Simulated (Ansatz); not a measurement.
## Y under compression and expansion

```yaml
crystal:
  lattice:
    - [0.00000, 2.48500, 2.48500]
    - [2.48500, 0.00000, 2.48500]
    - [2.48500, 2.48500, 0.00000]
  atoms:
    - { symbol: Y, position: [0.00000, 0.00000, 0.00000] }
```

The cell is COD entry 1534898, as deposited and not checked against the literature; nothing was relaxed.

Levels of theory: DFT, PBE, all-electron LAPW, scalar-relativistic (Ansatz 0.2.0); DFT, PBE, PAW with Ansatz's default frozen-core files, scalar-relativistic (Ansatz 0.2.0).

For LAPW: a Γ-centred 13×13×13 k mesh, Fermi–Dirac smearing of 0.05 eV, basis error target 1 meV/atom, no spin polarisation. PAW takes a cutoff of 420 eV at this cell. The Ansatz runs share mesh, smearing and spin set-up. Plane-wave (PAW) pressures include the program's estimate of the Pulay term.

The cell above is scaled evenly, with fractional coordinates and shape held.

```tsv
V/V(cell)	V (Å³/atom)	P, LAPW (GPa)	P, PAW (GPa)	free energy over the lowest listed, PAW (meV/atom)
0.9405	28.865	5.56	5.56	57.3
0.9700	29.770	3.90	3.90	30.7
1.0000	30.691	2.40	2.40	12.6
1.0300	31.612	?	?	?
1.0600	32.532	-0.10	-0.10	0.0
```

Task: Fill in the row V/V(cell) = 1.0300.

Result: P, LAPW (GPa) = 1.07, P, PAW (GPa) = 1.07, free energy over the lowest listed, PAW (meV/atom) = 2.7.

Task: What do Birch–Murnaghan fits to the pressures give?

Result: LAPW: V0 = 32.45 Å³/atom, B0 = 39 GPa, B0′ = 3.2; PAW: V0 = 32.45 Å³/atom, B0 = 39 GPa, B0′ = 3.2.

PAW's V0 lies 0.00 % from the all-electron value and its B0 0.0 %. Symmetry fixes shape and coordinates here, so this is the relaxed modulus.
